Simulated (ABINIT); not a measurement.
Runs of ABINIT 10.8.3 (patched build) on PtSe2 (Sudovikovite). Symmetry: P-3m1, No. 164, trigonal system. The conventional cell has a = 3.724 Å, b = 3.724 Å, c = 5.062 Å, α = 90.00°, β = 90.00°, γ = 120.00°. Pt (site symmetry -3m) has 6 Se at 2.49 Å as nearest neighbours. Se (site symmetry 3m) is surrounded by 3 Pt at 2.49 Å. 

```csv
task,level,potentials or basis,spin,cell,k mesh,cutoff (eV),fine-grid cutoff,cell freedom (optcell),optimiser (ionmov),cutoff smearing ecutsm (Ha),force stop (Ha/bohr),gap on the mesh (eV),pressure (GPa),largest force (eV/Å)
single point,PBE,PseudoDojo NC SR PBE v0.4.1 standard,off,as given,6 × 6 × 4,1088,-,-,-,-,-,none,7.0,(b)
single point,LDA,PseudoDojo NC SR LDA v0.4.1 standard,off,as given,6 × 6 × 4,1088,-,-,-,-,-,none,-0.8,0.18
single point,PBE,"Ansatz PAW PBE default generated set, frozen core","SOC, no magnetisation",as given,6 × 6 × 4,419,838.111 eV,-,-,-,-,none,7.9,0.67
single point,PBEsol,"Ansatz PAW PBE default generated set, frozen core",off,cell relaxed,6 × 6 × 4,419,838.111 eV,-,-,-,-,none,-0.1,-
relaxation of cell and atoms,PBEsol,"Ansatz PAW PBE default generated set, frozen core",off,relaxed,6 × 6 × 4,419,838.111 eV,2,2,0.5,2e-05,none,0.0,-
phonons at a zone-boundary q,PBEsol,"Ansatz PAW PBE default generated set, frozen core",off,cell relaxed at zero pressure by an earlier run,"6 × 6 × 4, shifted",419,838.111 eV,-,-,0.5,-,-,-0.1,(a)
```

Alike in all rows: smearing fermi-dirac 0.05 eV.

Estimate the missing entries.

(a) 0.03; (b) 0.57.

Caveats: the atomic spheres overlap (some runs); the PAW data sets were made with another functional, which shifts forces and pressure a little (some runs); the mesh is coarse for a metal's response (some runs); some modes are imaginary (some runs).

A k mesh can miss the band edges, and rows without SOC leave out spin-orbit coupling on Pt, Se.

A gap of «none» marks a metal or a gap under the smearing width.
